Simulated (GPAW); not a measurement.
Crystal: KI.

```
I K
1.0
     4.99610    0.00000    0.00000
     2.49805    4.32675    0.00000
     2.49805    1.44225    4.07930
I K
1 1
Cartesian
  4.9961 2.8845 2.0396
  0.0000 0.0000 0.0000
```

Base run:

```yaml
Program: GPAW 26.7.0
Functional: PBE
Potentials_or_basis: GPAW PAW data sets (gpaw-data 1.2.1)
Cutoff: 600 eV
Basis: pw
k_mesh: 7 × 7 × 7
Occupations: fermi-dirac, width 0.05 eV
Spin: no spin polarisation
```

Its results: band gap on the k mesh 3.98 eV, direct; pressure 0.6 GPa.

Question: The run is repeated on the same cell with these changes: k mesh from 7 × 7 × 7 to 5 × 5 × 5; spin from no spin polarisation to spin-orbit coupling, no magnetisation. What comes out?

Answer: Band gap on the k mesh 3.61 eV, direct; pressure 0.6 GPa.

Several settings changed at once, so the effect can't be laid on one alone.

Caveats: spin-orbit coupling is left out, which moves the levels of the heavy elements (some runs); an odd mesh through Γ misses points on the zone boundary, where band edges often lie (some runs); spin-orbit coupling was added after a scalar SCF, so levels and gaps hold it while energy, forces, pressure and moments don't (some runs); this program's spin-orbit splittings come out too wide for heavy elements (some runs).

Not every run made on this cell is shown here.
